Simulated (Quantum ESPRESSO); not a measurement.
## KCl and the effect of the dispersion correction

The cell as given:

```
CELL_PARAMETERS angstrom
0.00000 3.14647 3.14647
3.14647 0.00000 3.14647
3.14647 3.14647 0.00000
ATOMIC_POSITIONS crystal
K 0.00000 0.00000 0.00000
Cl 0.50000 0.50000 0.50000
```

Kept alike: task relaxation of cell and atoms; functional PBE; k mesh 7 × 7 × 7; occupations fermi-dirac, width 0.05 eV; no spin polarisation. Program: Quantum ESPRESSO, PseudoDojo 0.4.1 SR PBE standard, cutoff 1007 eV. The mesh is that of the run's cell of 2 atoms. No spin-orbit coupling.

```csv
dispersion correction,volume (Å³/atom)
D2,31.904
D3(zero),32.651
D3(BJ),30.869
D3M(BJ),26.605
none,32.450
rVV10,30.220
```

The relaxations keep at least the cell's symmetry (Fm-3m). Relaxations stop with a little pressure left, so the last digits of a volume or edge aren't settled.

Q: What does the dispersion correction change here?

A: The volume runs from 26.605 (D3M(BJ)) to 32.651 Å³/atom (D3(zero)). Against no correction: D2 -1.7 %; D3(zero) +0.6 %; D3(BJ) -4.9 %; D3M(BJ) -18.0 %; rVV10 -6.9 %. A larger cell runs against the usual contraction; coefficients that follow the coordination can push outwards. Measured: 31.15 Å³/atom at 298.15 K (a printed reference work); nearest D3(BJ), 0.28 Å³/atom off. The runs are for a static lattice.
